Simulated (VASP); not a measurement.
**MgO in VASP 6.6.1, single-point calculation**

INCAR

```
ISIF = 2
ISMEAR = -1
IBRION = -1
SIGMA = 0.02
LCHARG = .FALSE.
ENCUT = 520
EDIFF = 1E-7
NSW = 0
NELM = 120
LASPH = .TRUE.
LWAVE = .FALSE.
PREC = Accurate
LREAL = .FALSE.
NBANDS = 16
GGA = PE
```

KPOINTS

```
KPOINTS created by Atomic Simulation Environment
0
Monkhorst-Pack
12 12 6
0 0 0
```

POSCAR

```
Mg O
 1.0000000000000000
     3.2882172281021651   -0.0000000000288675    0.0000000000000000
    -1.6441086140260825    2.8476796527125590    0.0000000000000000
     0.0000000000000000    0.0000000000000000    5.2357409258000001
 Mg  O
   2   2
Cartesian
  0.0000000000166667  1.8984531017987500 -0.0241727014824673
  1.6441086140594163  0.9492265508849415  2.5936977614175327
  0.0000000000166667  1.8984531017987500  1.9875755486574671
  1.6441086140594163  0.9492265508849415  4.6054460115574676
```

The recommended PBE PAW datasets give the neutral cell 16 valence electrons.

Command

```
mpirun -np 1 vasp_std
```

OSZICAR

```
N       E                     dE             d eps       ncg     rms          rms(c)
DAV:   1     0.607934680464E+02    0.60793E+02   -0.74306E+03  4032   0.878E+02
DAV:   2    -0.236752119758E+02   -0.84469E+02   -0.77697E+02  5432   0.194E+02
DAV:   3    -0.277849457009E+02   -0.41097E+01   -0.41004E+01  4648   0.449E+01
DAV:   4    -0.278022744525E+02   -0.17329E-01   -0.17328E-01  5008   0.342E+00
DAV:   5    -0.278023616657E+02   -0.87213E-04   -0.87213E-04  4744   0.234E-01    0.117E+01
DAV:   6    -0.235906222103E+02    0.42117E+01   -0.12621E+01  4032   0.262E+01    0.400E+00
DAV:   7    -0.235340673088E+02    0.56555E-01   -0.18717E-01  4032   0.345E+00    0.222E+00
DAV:   8    -0.235295015535E+02    0.45658E-02   -0.10337E-01  4168   0.348E+00    0.518E-01
DAV:   9    -0.235269646477E+02    0.25369E-02   -0.31377E-03  5288   0.514E-01    0.183E-01
DAV:  10    -0.235277541272E+02   -0.78948E-03   -0.16276E-03  4064   0.259E-01    0.283E-02
DAV:  11    -0.235277785711E+02   -0.24444E-04   -0.17199E-05  4864   0.268E-02    0.207E-02
DAV:  12    -0.235277791107E+02   -0.53951E-06   -0.10772E-05  4056   0.276E-02    0.147E-03
DAV:  13    -0.235277791691E+02   -0.58468E-07   -0.38741E-07  4960   0.395E-03
   1 F= -.23527779E+02 E0= -.23527779E+02  d E =-.934536E-11
```

From OUTCAR

```
k-points           NKPTS =    126   k-points in BZ     NKDIM =    126   number of bands    NBANDS=     16

   NELECT =      16.0000    total number of electrons

   dimension x,y,z NGX =    24 NGY =   24 NGZ =   40
   dimension x,y,z NGXF=    48 NGYF=   48 NGZF=   80

  energy-cutoff  :      520.00
  volume of cell :       49.03
      direct lattice vectors                 reciprocal lattice vectors
     3.288217228 -0.000000000  0.000000000     0.304116161  0.175581547  0.000000000
    -1.644108614  2.847679653  0.000000000     0.000000000  0.351163095  0.000000000
     0.000000000  0.000000000  5.235740926     0.000000000  0.000000000  0.190994935

 k-points in reciprocal lattice and weights: KPOINTS created by Atomic Simulation Env
   0.04166667  0.04166667  0.08333333       0.005
   0.12500000  0.04166667  0.08333333       0.009
   0.20833333  0.04166667  0.08333333       0.009
   0.29166667  0.04166667  0.08333333       0.009
   0.37500000  0.04166667  0.08333333       0.009
   0.45833333  0.04166667  0.08333333       0.009
  -0.45833333  0.04166667  0.08333333       0.009
  -0.37500000  0.04166667  0.08333333       0.009
   ...

 E-fermi :   1.1153

 k-point     1 :       0.0417    0.0417    0.0833
  band No.  band energies     occupation
      1     -15.1681      2.00000
      2     -14.5383      2.00000
      3      -2.2329      2.00000
      4       0.2215      2.00000
      5       0.2670      2.00000
      6       0.3809      2.00000
      7       0.5746      2.00000
      8       0.6834      2.00000
      9       4.5697      0.00000
     10       9.1302      0.00000
     11      10.7543      0.00000
     12      14.4246      0.00000
     13      15.3044      0.00000
     14      16.8331      0.00000
     15      17.0779      0.00000
     16      17.2762      0.00000

 k-point     2 :       0.1250    0.0417    0.0833
  band No.  band energies     occupation
      1     -15.0879      2.00000
      2     -14.5043      2.00000
      3      -2.0701      2.00000
      4      -0.2585      2.00000
      5      -0.0491      2.00000
      6       0.2376      2.00000
      7       0.5501      2.00000
      8       0.6631      2.00000
      9       5.2511      0.00000
     10       9.4703      0.00000
     11      10.7404      0.00000
     12      13.1577      0.00000
     13      15.4878      0.00000
     14      15.8091      0.00000
     15      16.4599      0.00000
     16      16.9027      0.00000

 k-point     3 :       0.2083    0.0417    0.0833
  band No.  band energies     occupation
      1     -14.9594      2.00000
      2     -14.4561      2.00000
      3      -1.8029      2.00000
      4      -0.8878      2.00000
      5      -0.4484      2.00000
      6       0.0869      2.00000
      7       0.5087      2.00000
      8       0.5896      2.00000
      9       6.1540      0.00000
     10       9.6068      0.00000
     11      10.9162      0.00000
     12      12.1255      0.00000
     13      14.4789      0.00000
     14      15.5270      0.00000
     15      15.7643      0.00000
     16      16.3887      0.00000

 ...

  Total        0.0056208      0.0056208     -0.6942338     -0.0000000      0.0000000      0.0000000
  in kB        0.1836857      0.1836857    -22.6874970     -0.0000000      0.0000000      0.0000000
  external PRESSURE =      -7.4400418 kB  Pullay stress =       0.0000000 kB

 POSITION                                       TOTAL-FORCE (eV/Angst)
 -----------------------------------------------------------------------------------
      0.00000      1.89845      5.21157        -0.000000     -0.000000     -0.000666
      1.64411      0.94923      2.59370         0.000000      0.000000     -0.000666
      0.00000      1.89845      1.98758        -0.000000      0.000000      0.000666
      1.64411      0.94923      4.60545        -0.000000     -0.000000      0.000666
 -----------------------------------------------------------------------------------
    total drift:                                0.000000      0.000000      0.000120

  FREE ENERGIE OF THE ION-ELECTRON SYSTEM (eV)
  ---------------------------------------------------
  free  energy   TOTEN  =       -23.5277791691 eV

  energy  without entropy=      -23.5277791691  energy(sigma->0) =      -23.52777917
```

It converged. Results: gap between bands v and c on the k mesh 3.72 eV; least direct gap on the k mesh 3.73 eV; pressure -0.7 GPa. Band v is the last that the valence electrons fill when counted band by band, and c is the next.

The shifted mesh misses Γ, so a band edge there is missed.

For comparison, a separate PBE run of the intended cell, on usual settings and not on those above, gives a gap of 3.47 eV on its mesh and a pressure of -0.7 GPa.

The run above took about 42 s on one core of a shared host (Intel Xeon Platinum 8488C) and held 0.22 GiB at most.
